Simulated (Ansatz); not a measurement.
Cu Kα1 powder pattern (kinematic, no thermal factors).
2θ (°) (relative intensity): 15.05 (48), 17.90 (13), 19.83 (100), 23.12 (65), 23.81 (54), 24.82 (52), 25.15 (88), 30.37 (8), 32.44 (29), 35.00 (9), 35.59 (26), 35.78 (2), 35.94 (12), 36.25 (13), 36.29 (13), 36.30 (27), 36.77 (11), 39.02 (3), 39.02 (17), 39.88 (3), 40.28 (22), 43.03 (10), 43.44 (10), 44.45 (11), 45.61 (19), 46.27 (5), 47.25 (9), 47.62 (18), 48.73 (6), 49.43 (7), 49.45 (2), 50.53 (2), 50.54 (6), 50.92 (8), 51.07 (10), 51.53 (7), 51.62 (7), 51.85 (9), 52.40 (10), 53.97 (10), 54.65 (10), 55.72 (5), 56.91 (8), 57.49 (5), 57.99 (9), 58.15 (3), 58.32 (8), 58.37 (5), 58.46 (4), 59.20 (5), 59.84 (5), 59.92 (4), 60.66 (4), 61.10 (6), 61.91 (4), 62.20 (5), 62.53 (8), 63.19 (1), 63.45 (6), 63.79 (2), 64.17 (3), 64.63 (7), 64.64 (3), 64.94 (8), 65.61 (3), 65.65 (3), 66.63 (4), 66.85 (3), 67.23 (3), 67.93 (6), 68.89 (4), 68.92 (3), 69.59 (3), 70.34 (5), 70.47 (3), 70.48 (4), 71.11 (4), 71.14 (1), 71.22 (1), 71.50 (2), 71.97 (4), 73.70 (3), 73.90 (1), 74.17 (4), 74.79 (3), 75.05 (4), 75.35 (2), 75.47 (2), 75.82 (2), 75.84 (4), 76.14 (2), 76.55 (2), 76.95 (3), 77.05 (2), 77.08 (2), 77.84 (3), 78.11 (3), 78.21 (2), 78.67 (3), 79.52 (1), 80.30 (2), 80.52 (2), 80.80 (2), 81.55 (2), 81.82 (2), 82.79 (2), 82.90 (3), 83.82 (1), 83.92 (1), 84.89 (3), 84.92 (3), 84.95 (3), 85.55 (2), 85.58 (2), 85.61 (2), 86.32 (2), 86.87 (2), 87.05 (1), 87.16 (2), 87.39 (3), 87.45 (1), 88.50 (1), 88.75 (2), 88.91 (2), 89.29 (2), 89.30 (2), 89.46 (1), 89.75 (2)

The pattern is computed from a structure relaxed with DFT PBE, scalar-relativistic, plane waves, PAW in Ansatz. No spin polarisation. Its elements are Hf, O, Si.

Question: Give the structure.

Answer: HfSi$_{2}$O$_{6}$.
Space group C2 (No. 5). a = 9.909 Å, b = 5.015 Å, c = 5.884 Å, α = 90.00°, β = 91.69°, γ = 90.00°
```tsv
atom	site	symmetry	x	y	z
Hf	2a	2	0.0000	0.4585	0.0000
Si	4c	1	0.7531	0.7663	0.6552
O	4c	1	0.7301	0.5750	0.4317
O	4c	1	0.6105	0.1808	0.2024
O	4c	1	0.8772	0.2481	0.1825
```

A pattern alone doesn't exclude other cells with like lines; this is the one computed.

The cell was found from a structure generator's guess, not taken from experiment.
